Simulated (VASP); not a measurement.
Wanted: the native input for a VASP 6.6.1 run.

| Property | Result |
| --- | --- |
| Task | single point |
| Functional | PBEsol |
| Potentials or basis | VASP PAW PBE potentials, release 64 (Mo_sv, Se) |
| Cutoff | 900 eV |
| k mesh | 9 × 9 × 2 |
| Occupations | gaussian, width 0.02 eV |
| Spin | no spin polarisation |
| Further INCAR settings | ALGO = Normal; EDIFF = 1e-06; NBANDS = 35 |

The structure of MoSe2 lies in POSCAR:

```
MoSe2
1.0
    3.2708800000      0.0000000000      0.0000000000
   -1.6354400000      2.8326600000      0.0000000000
    0.0000000000      0.0000000000     13.1334600000
Mo Se
2 4
Direct
    0.6666700000      0.3333300000      0.7500000000
    0.3333300000      0.6666700000      0.2500000000
    0.3333300000      0.6666700000      0.8768800000
    0.6666700000      0.3333300000      0.3768800000
    0.3333300000      0.6666700000      0.6231200000
    0.6666700000      0.3333300000      0.1231200000
```

The cell is a database's computed one.

One way to write it, as run:

INCAR

```
ALGO     = Normal         # electronic algorithm
EDIFF    = 1E-6           # SCF threshold, eV
ENCUT    = 900            # plane-wave cutoff, eV
GGA      = PS             # functional
ISIF     = 2              # what is computed and relaxed
ISMEAR   = 0              # smearing method
LASPH    = T              # aspherical terms in the spheres
LCHARG   = T              # write CHGCAR
LELF     = T              # ELF
LREAL    = F              # projectors in reciprocal space
LVHAR    = T            
LWAVE    = F              # write WAVECAR
NBANDS   = 35             # bands
NELM     = 80             # most SCF steps
PREC     = Accurate       # precision mode
SIGMA    = 0.02           # smearing width, eV
```

KPOINTS

```
k-points
0
Gamma
  9 9 2
```

Potentials or basis: VASP PAW PBE potentials, release 64 (Mo_sv, Se).

Launch:

```sh
$ cat potpaw_PBE.64/Mo_sv/POTCAR potpaw_PBE.64/Se/POTCAR > POTCAR
$ mpirun -np 1 vasp_std > vasp.out
```

Results of the run:

The pressure is 0.1 GPa. The band gap on the k mesh is 0.99 eV, indirect (least direct gap 1.49 eV).

Caveat: the PAW data sets were made with another functional, which shifts forces and pressure a little; an odd mesh through Γ misses points on the zone boundary, where band edges often lie; this functional lacks dispersion, which binds the layers, so the pressure and a relaxed spacing across them are unreliable.

It took 4.7 min on 1 thread of Intel(R) Xeon(R) Platinum 8488C (Sapphire Rapids) (shared host), peak memory 0.63 GiB.
